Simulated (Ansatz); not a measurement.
Crystal: SnO2.

```
Sn O
1.0
    -3.24890    3.41447    3.41402
     3.24890   -3.41447    3.41402
     3.24890    3.41447   -3.41402
Sn O
4 8
Direct
  0.50000 0.00000 0.00000
  0.50000 0.50000 0.50000
  0.00360 0.75360 0.25000
  0.99640 0.24640 0.75000
  0.80650 0.80377 0.49728
  0.80650 0.30922 0.00272
  0.30244 0.24594 0.05649
  0.68944 0.24594 0.44350
  0.31056 0.75406 0.55649
  0.19350 0.69078 0.99728
  0.69756 0.75406 0.94351
  0.19350 0.19623 0.50272
```

The cell is a database's computed one.

| Property | Result |
| --- | --- |
| Program | Ansatz 0.2.0 |
| Task | relaxation of cell and atoms |
| Functional | PBEsol |
| Potentials or basis | Ansatz PAW |
| Cutoff | 420 eV (not typed: the program's choice for these potentials) |
| k mesh | 6 × 6 × 6 |
| Occupations | fermi-dirac, width 0.05 eV |
| Spin | no spin polarisation |

At the start: volume 12.62 Å³/atom.

Question: Where does the relaxation end?

Answer: It ends after 8 steps and the volume is 12.18 Å³/atom (-3.5 %); space group P4_2/mnm (No. 136, to 0.05 Å).

Step by step:
| step | energy change (eV) | largest force (eV/Å) | volume (Å³) |
| --- | --- | --- | --- |
| 1 | 0.0000 | 0.0982 | 151.49 |
| 2 | -0.1400 | 0.0444 | 146.19 |
| 3 | -0.1404 | 0.0325 | 146.32 |
| 4 | -0.1411 | 0.0022 | 146.32 |
| 5 | -0.1171 | 0.0026 | 146.32 |
| 6 | -0.1185 | 0.0005 | 146.09 |
| 7 | -0.1184 | 0.0001 | 146.12 |
| 8 | -0.1174 | 0.0001 | 146.12 |

Final structure:
```
Sn O
1.0
    -3.21196    3.37241    3.37241
     3.21196   -3.37241    3.37241
     3.21196    3.37241   -3.37241
Sn O
4 8
Cartesian
  -1.6060 1.6862 1.6862
  1.6060 1.6862 1.6862
  3.2120 -1.6862 1.6862
  0.0000 5.0586 1.6862
  1.6060 1.6862 3.7520
  -1.6060 1.6862 3.7520
  0.0000 0.3796 1.6862
  0.0000 2.9928 1.6862
  3.2120 0.3796 1.6862
  4.8179 1.6862 -0.3796
  3.2120 2.9928 1.6862
  1.6060 1.6862 -0.3796
```

Caveat: the plane-wave basis is chosen anew once the cell has moved, so the energies of steps on either side of that aren't comparable; the pressure holds a Pulay correction of +0.9 GPa for the finite cutoff; the PAW data sets come from PBE, with cores solved anew for the run's functional, which leaves a small shift of forces and pressure.
